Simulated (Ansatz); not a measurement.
Runs of Ansatz 0.2.0 on MoS2. It takes space group R3m (No. 160, trigonal). The conventional cell has a = 3.160 Å, b = 3.160 Å, c = 18.450 Å, α = 90.00°, β = 90.00°, γ = 120.00°. Around Mo (site symmetry 3m) lie 6 S at 2.39 Å. S (site symmetry 3m) is surrounded by 3 Mo at 2.39 Å. S (site symmetry 3m) has 3 Mo at 2.39 Å as nearest neighbours. Measurements of this composition are mostly on another form, of space group No. 194.

```csv
task,level,cell,points for each segment of the path,gap on the mesh (eV),pressure (GPa),V0 of scaled cells (Å³/atom),B0 (GPa),largest force (eV/Å)
equation of state,PBEsol,as given,-,-,-,17.77,(a),-
equation of state,LDA,as given,-,-,-,17.46,163,-
single point,PBEsol,"atoms moved at random, drawn with an rms of 0.05 Å",-,0.85,-3.0,-,-,1.19
single point,PBEsol,as given,-,0.91,0.3,-,-,0.26
band structure,PBEsol,as given,14,0.91,0.3,-,-,0.26
```

Alike in all rows: potentials or basis Ansatz PAW; no spin polarisation; k mesh 10 × 10 × 10; cutoff (eV) 420; smearing fermi-dirac 0.05 eV.

Task: Fill in the values left out.

Result: (a) 155.

Caveats: the PAW data sets come from PBE, with cores solved anew for the run's functional, which leaves a small shift of forces and pressure (some runs); the cell was scaled at fixed shape and fractional positions, which overstates the stiffness of a crystal with free parameters, most of all of layers and chains (some runs).

A k mesh can miss the band edges, and the runs leave out spin-orbit coupling on Mo.
